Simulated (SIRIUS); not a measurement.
Crystal: MgB2.

```
CELL_PARAMETERS angstrom
3.08500 0.00000 0.00000
-1.54250 2.67169 0.00000
0.00000 0.00000 3.52300
ATOMIC_POSITIONS crystal
Mg 0.00000 0.00000 0.00000
B 0.66667 0.33333 0.50000
B 0.33333 0.66667 0.50000
```

Base run:

| Item | Value |
| --- | --- |
| Program | SIRIUS 7.10.0 |
| Functional | PBE |
| Potentials or basis | PseudoDojo 0.5 PBE standard (scalar relativistic) |
| Cutoff | 1152 eV |
| Density cutoff | 4606 eV |
| k mesh | 10 × 10 × 8 |
| Occupations | fermi-dirac, width 0.05 eV |
| Spin | no spin polarisation |

Its results: band gap on the k mesh none (metal or under the smearing width); pressure -0.9 GPa.

Q: The run is repeated on the same cell with these changes: potentials or basis from PseudoDojo 0.5 PBE standard (scalar relativistic) to SSSP 1.3.0 PBE efficiency; cutoff from 1152 eV to 828 eV; density cutoff from 4606 eV to 6645 eV; valence electrons from 16 to 8. What comes out?

A: Band gap on the k mesh none (metal or under the smearing width); pressure -1.4 GPa.
